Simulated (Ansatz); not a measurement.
## One structure, 3 elements: BaO, BaS, BaTe

Plane-wave DFT in Ansatz with scalar-relativistic PAW potentials, cutoff 500 eV, Γ-centred meshes chosen by cell and gap, Gaussian smearing with energies taken to zero width. Every cell was relaxed (cell and atoms) in a run of its own, within the symmetry of its start. Functional: r2SCAN.

All members share space group Fm-3m and the same sites; only the element on one set of sites changes (O, S, Te). Members needn't be the stable form of their composition. Energies over the elements, where given, are against the elements' standard states in the same functional (H₂, N₂, O₂ and halogens uncorrected, Hg as a solid). The first member:

Space group Fm-3m (No. 225). a = 5.544 Å, b = 5.544 Å, c = 5.544 Å, α = 90.00°, β = 90.00°, γ = 90.00°
| atom | site | symmetry | x | y | z |
| --- | --- | --- | --- | --- | --- |
| Ba | 4a | m-3m | 0.0000 | 0.0000 | 0.0000 |
| O | 4b | m-3m | 0.5000 | 0.0000 | 0.0000 |

```csv
compound,V (Å³/atom),a (Å),gap on mesh (eV),energy over elements (eV/atom)
BaO,21.30,5.544,2.38,-2.760
BaTe,44.05,7.064,2.00,-2.122
```

Question: Predict the member with S.

Answer: V (Å³/atom) 33.16, a (Å) 6.425, gap on mesh (eV) 2.58, energy over elements (eV/atom) -2.428. Interpolating linearly in period between O and Te would give 28.89 Å³/atom (12.9 % too small) and a gap of 2.25 eV, with -2.548 eV/atom over the elements. Over the whole series the volume grows at each step down the group; the gap has no steady trend; binding against the elements weakens. Less electronegative, larger anions gain less from charge transfer and lattice energy, in line with the weaker binding.

Spin-orbit coupling is left out, which matters for the bands of heavy elements.